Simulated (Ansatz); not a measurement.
Crystal: NiO.

```xyz
2
Lattice="0.0000 2.2406 2.2406 2.2406 0.0000 2.2406 2.2406 2.2406 0.0000" Properties=species:S:1:pos:R:3 pbc="T T T"
Ni    0.0000    0.0000    0.0000
O     3.3609    3.3609    3.3609
```

The cell was built by a generator and needn't be a form met in nature.

```yaml
Program: Ansatz 0.2.0
Task: single point
Functional: PBE
Potentials_or_basis: all-electron LAPW, scalar-relativistic
Cutoff: 442 eV (chosen from the basis error)
Basis_error_allowed: 0.001 eV/atom
k_mesh: 10 × 10 × 10
Occupations: fermi-dirac, width 0.05 eV
Spin: collinear spin, ferromagnetic start
Starting_moments: "[1.0, 0.0] μB"
```

On this cell: pressure 0.2 GPa; largest force zero by symmetry; net moment 1.94 μB per cell; site moments Ni +1.53; O +0.37 μB; band gap on the k mesh none (metal or under the smearing width).

The same run follows on a disturbed copy (atoms moved at random, drawn with an rms of 0.05 Å):

```xyz
2
Lattice="0.0000 2.2406 2.2406 2.2406 0.0000 2.2406 2.2406 2.2406 0.0000" Properties=species:S:1:pos:R:3 pbc="T T T"
Ni   -0.0065    0.0043    0.0134
O     3.3301    3.3777    3.3191
```

**Question.** What does the disturbed cell give?

**Answer.** The energy (extrapolated to zero smearing) moves by +7.0 meV/atom; pressure 0.5 GPa; largest force 0.481 eV/Å; net moment 1.94 μB per cell; site moments Ni +1.52; O +0.37 μB; band gap on the k mesh none (metal or under the smearing width).

Forces in eV/Å, atoms in the order of the input:
```
Ni  -0.204  0.140 -0.413
O    0.204 -0.140  0.413
```

Stress tensor (GPa, compression positive):
```
 0.58 -2.92  0.91
-2.92  0.65 -1.40
 0.91 -1.40  0.26
```

Caveats: a cell with one magnetic atom can't hold antiferromagnetic order, which such compounds often take; semilocal functionals often make such compounds metallic where correlation or magnetic order opens a gap, which also shifts bond lengths.
